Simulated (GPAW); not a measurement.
A calculation with GPAW 26.7.0 of Na (ASE script, structure typed inline):

run.py

```python
from ase import Atoms
from ase.dft.bandgap import bandgap
from ase.io import write
from ase.units import GPa
from gpaw import GPAW, PW

atoms = Atoms(['Na', 'Na'],
              cell=[[3.767, 0.0, 0.0],
                    [-1.8835, 3.2623176961, 0.0],
                    [0.0, 0.0, 6.154]],
              scaled_positions=[[0.6666666667, 0.3333333333, 0.75],
                                [0.3333333333, 0.6666666667, 0.25]],
              pbc=True)

calc = GPAW(mode=PW(800),
            xc='PBE',
            kpts={'size': (8, 8, 5), 'gamma': True},
            occupations={'name': 'fermi-dirac', 'width': 0.05},
            nbands=15,
            convergence={'density': 1e-05, 'energy': 1e-05},
            maxiter=150,
            txt='gpaw.txt')
atoms.calc = calc
energy = atoms.get_potential_energy()
forces = atoms.get_forces()
stress = atoms.get_stress()
calc.write('gs.gpw')
write('result.traj', atoms)
print(f'Energy: {energy:.6f} eV')
print('Forces (eV/A):')
print(forces.round(4))
print('Stress (GPa):', (stress / GPa).round(3))
print('Fermi level:', round(calc.get_fermi_level(), 4), 'eV')
print(f'Gap: {bandgap(calc)[0]:.4f} eV, direct: {bandgap(calc, direct=True)[0]:.4f} eV')
```

Potentials or basis: GPAW PAW data sets (gpaw-data 1.2.1), pw.

Command:

```bash
$ OMP_NUM_THREADS=1 python run.py
```

This isn't the form of Na at room conditions, which is bcc.

Write the same calculation in another form: native input, Cartesian positions.

As run:

The input run.py:

```python
from ase.io import read
from gpaw import PW
from gpaw.dft import DFT

atoms = read('Na.xyz')

dft = DFT(atoms,
          mode=PW(800),
          xc='PBE',
          kpts={'size': (8, 8, 5), 'gamma': True},
          occupations={'name': 'fermi-dirac', 'width': 0.05},
          nbands=15,
          convergence={'density': 1e-05, 'energy': 1e-05},
          maxiter=150,
          txt='gpaw.txt')
print(f'Energy: {dft.calculate_energy():.6f} eV')
print('Forces (eV/A):')
print(dft.calculate_forces().round(4))
print('Stress (eV/A^3):', dft.calculate_stress().round(6))
dft.write_gpw_file('gs.gpw')
```

Na.xyz

```xyz
2
Lattice="3.7670000000 0.0000000000 0.0000000000 -1.8835000000 3.2623176961 0.0000000000 0.0000000000 0.0000000000 6.1540000000" Properties=species:S:1:pos:R:3 pbc="T T T"
Na     1.8835000002      1.0874392319      4.6155000000
Na    -0.0000000002      2.1748784642      1.5385000000
```

Potentials or basis: GPAW PAW data sets (gpaw-data 1.2.1), pw.

Launch:

```bash
$ OMP_NUM_THREADS=1 python run.py
```

Both were run:

|  | ASE script, structure typed inline | native input, Cartesian positions |
| --- | --- | --- |
| Pressure | -0.1 GPa | -0.1 GPa |
| Band gap on the k mesh | none (metal or under the smearing width) | none (metal or under the smearing width) |

Keys that steer only the numerical path or the files written may differ.
